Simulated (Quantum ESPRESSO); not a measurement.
The system is KI.

```
I K
1.0
     0.00000    3.53277    3.53277
     3.53277    0.00000    3.53277
     3.53277    3.53277    0.00000
I K
1 1
Direct
  0.50000 0.50000 0.50000
  0.00000 0.00000 0.00000
```

Base run:

* Program: Quantum ESPRESSO 7.5
* Functional: rev-vdW-DF2
* Potentials or basis: PseudoDojo 0.4.1 SR PBE standard
* Cutoff: 1007 eV
* Density cutoff: 4027 eV
* k mesh: 7 × 7 × 7
* Occupations: fermi-dirac, width 0.05 eV
* Spin: no spin polarisation

Its results: band gap on the k mesh 3.81 eV, direct; pressure -0.1 GPa.

**Question.** The run is repeated on the same cell with these changes: functional from rev-vdW-DF2 to PBE. What comes out?

**Answer.** Band gap on the k mesh 3.96 eV, direct; pressure 0.6 GPa.

Caveats: spin-orbit coupling is left out, which moves the levels of the heavy elements; the potentials were made for another functional, which shifts forces and pressure (some runs).

Not every run made on this cell is shown here.
